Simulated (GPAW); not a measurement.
Set up this calculation in GPAW 26.7.0, as an ASE script.

| Item | Value |
| --- | --- |
| Task | equation of state |
| Functional | PBEsol |
| Potentials or basis | PAW data sets generated in the run's folder for this functional |
| Cutoff | 800 eV |
| Basis | pw |
| k mesh | 6 × 6 × 6 |
| Occupations | fermi-dirac, width 0.05 eV |
| Spin | no spin polarisation |
| Maxiter | 150 |
| Eos scales | [0.94, 0.96, 0.98, 1.0, 1.02, 1.04, 1.06] |

BaZrO3:

```
Ba Zr O
1.0
     4.19134    0.00000    0.00000
     0.00000    4.19134    0.00000
     0.00000    0.00000    4.19134
Ba Zr O
1 1 3
Cartesian
  0.0000 0.0000 0.0000
  2.0957 2.0957 2.0957
  2.0957 2.0957 0.0000
  2.0957 0.0000 2.0957
  0.0000 2.0957 2.0957
```

One way to write it, as run:

run.py

```python
from ase import Atoms
from ase.eos import EquationOfState
from ase.io import Trajectory
from ase.units import GPa
from gpaw import GPAW, PW, setup_paths

setup_paths.insert(0, '.')

atoms = Atoms(['Ba', 'Zr', 'O', 'O', 'O'],
              cell=[[4.19134, 0.0, 0.0],
                    [0.0, 4.19134, 0.0],
                    [0.0, 0.0, 4.19134]],
              scaled_positions=[[0.0, 0.0, 0.0],
                                [0.5, 0.5, 0.5],
                                [0.5, 0.5, 0.0],
                                [0.5, 0.0, 0.5],
                                [0.0, 0.5, 0.5]],
              pbc=True)

traj = Trajectory('eos.traj', 'w')
volumes, energies = [], []
for x in [0.94, 0.96, 0.98, 1.0, 1.02, 1.04, 1.06]:
    a = atoms.copy()
    a.set_cell(atoms.cell * x**(1 / 3), scale_atoms=True)
    calc = GPAW(mode=PW(800),
                xc='PBEsol',
                kpts={'size': (6, 6, 6), 'gamma': True},
                occupations={'name': 'fermi-dirac', 'width': 0.05},
                nbands=36,
                convergence={'density': 1e-05, 'energy': 1e-05},
                maxiter=150,
                txt=f'eos-{x:.2f}.txt')
    a.calc = calc
    energies.append(a.get_potential_energy(force_consistent=True))
    volumes.append(a.get_volume())
    p = -a.get_stress()[:3].mean() / GPa
    calc.write(f'eos-{x:.2f}.gpw')
    traj.write(a)
    print(f'{x:.2f} {volumes[-1]:10.4f} A^3 {energies[-1]:14.6f} eV {p:9.3f} GPa', flush=True)

v0, e0, B = EquationOfState(volumes, energies, eos='birchmurnaghan').fit()
print(f'V0 = {v0:.4f} A^3, E0 = {e0:.6f} eV, B0 = {B / GPa:.2f} GPa')
```

Potentials or basis: PAW data sets generated in the run's folder for this functional, pw.

Command:

```console
$ gpaw-setup -f PBEsol Ba O Zr
$ OMP_NUM_THREADS=1 python run.py
```

Results of the run:

```yaml
Equilibrium_volume: 14.60 Å³/atom
Bulk_modulus: 162 GPa
Pressure_derivative_of_the_bulk_modulus: 4.4
```

Run time: 11 min on 1 thread of Intel(R) Xeon(R) Processor @ 2.50GHz (Skylake/Cascade Lake) (shared host), peak memory 0.38 GiB.
